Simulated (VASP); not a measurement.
Write the native input for VASP 6.6.1 that does the following.

| Property | Result |
| --- | --- |
| Task | relaxation of cell and atoms |
| Functional | PBE |
| Dispersion | D3(BJ) |
| Potentials or basis | VASP PAW PBE potentials, release 64 (C) |
| Cutoff | 700 eV |
| k mesh | 15 × 15 × 4 |
| Occupations | gaussian, width 0.02 eV |
| Spin | no spin polarisation |
| Further INCAR settings | ALGO = Fast; EDIFF = 1e-07; IBRION = 2; EDIFFG = -0.002; NSW = 80; ISIF = 3 |

The structure of C lies in POSCAR:

```
C
1.0
    2.4672912600      0.0000000000      0.0000000000
   -1.2336456300      2.1367369100      0.0000000000
    0.0000000000      0.0000000000      7.8030730000
C
4
Direct
    0.0000000000      0.0000000000      0.2500000000
    0.0000000000      0.0000000000      0.7500000000
    0.3333333300      0.6666666700      0.2500000000
    0.6666666700      0.3333333300      0.7500000000
```

The input as run:

INCAR

```
SYSTEM = C
  ALGO = Fast
  EDIFF = 1E-7
  EDIFFG = -0.002
  ENCUT = 700
  GGA = PE
  IBRION = 2
  ISIF = 3
  ISMEAR = 0
  IVDW = 12
  LASPH = .TRUE.
  LCHARG = .FALSE.
  LREAL = .FALSE.
  LWAVE = .FALSE.
  NELM = 80
  NSW = 80
  PREC = Accurate
  SIGMA = 0.02
```

KPOINTS

```
k-points
0
G
  15 15 4
  0 0 0
```

Potentials or basis: VASP PAW PBE potentials, release 64 (C).

Run with:

```bash
$ cat potpaw_PBE.64/C/POTCAR > POTCAR
$ mpirun -np 1 vasp_std > vasp.out
```

It gave:

The relaxed volume is 8.81 Å³/atom, the relaxed cell is a = 2.465 Å, b = 2.465 Å, c = 6.700 Å, α = 90.00°, β = 90.00°, γ = 120.00° and the space group after relaxing (to 0.05 Å) is P6_3/mmc (No. 194). The energy gained by relaxing is 14.2 meV/atom. The ionic steps are 14, the pressure after relaxing is 0.0 GPa and the band gap on the k mesh is none (metal or under the smearing width). The dispersion energy per atom is -0.157 eV.

It took 6.8 min on 1 thread of Intel(R) Xeon(R) Platinum 8375C CPU @ 2.90GHz (Ice Lake), on a shared host, peak memory 0.23 GiB.
